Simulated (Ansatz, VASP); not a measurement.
# One calculation of GaP, two programs

```
Ga P
1.0
     0.00000    2.72525    2.72525
     2.72525    0.00000    2.72525
     2.72525    2.72525    0.00000
Ga P
1 1
Direct
  0.00000 0.00000 0.00000
  0.25000 0.25000 0.25000
```

Alike in both runs: task relaxation of cell and atoms; functional r2SCAN; k mesh 8 × 8 × 8; occupations gaussian, width 0.02 eV; no spin polarisation.

|  | VASP | Ansatz |
| --- | --- | --- |
| version | VASP 6.6.1 | Ansatz 0.2.0 |
| potentials or method | VASP PAW PBE potentials, release 64 (Ga_d, P) | scalar-relativistic, plane waves, PAW |
| plane-wave cutoff (eV) | 600 | 500 |
| valence electrons in the cell | 18 | 18 |

VASP gave:

| Item | Value |
| --- | --- |
| gap on the k mesh at the Fermi level, each at its own relaxed structure (eV) | 1.90 |
| relaxed volume (Å³/atom) | 20.24 |
| relaxed cell length with the largest relative difference (Å) | 3.854 |

Task: Which values does Ansatz return?

Result: gap on the k mesh at the Fermi level, each at its own relaxed structure (eV): 1.89; relaxed volume (Å³/atom): 20.24; relaxed cell length with the largest relative difference (Å): 3.854.

Caveats: the relaxation stopped at its first step, so nothing moved; the PAW data sets were made with another functional, which shifts forces and pressure a little (VASP). r2SCAN opens gaps a little over a GGA but as a rule still falls short of measured ones. A k mesh can miss the band edges.
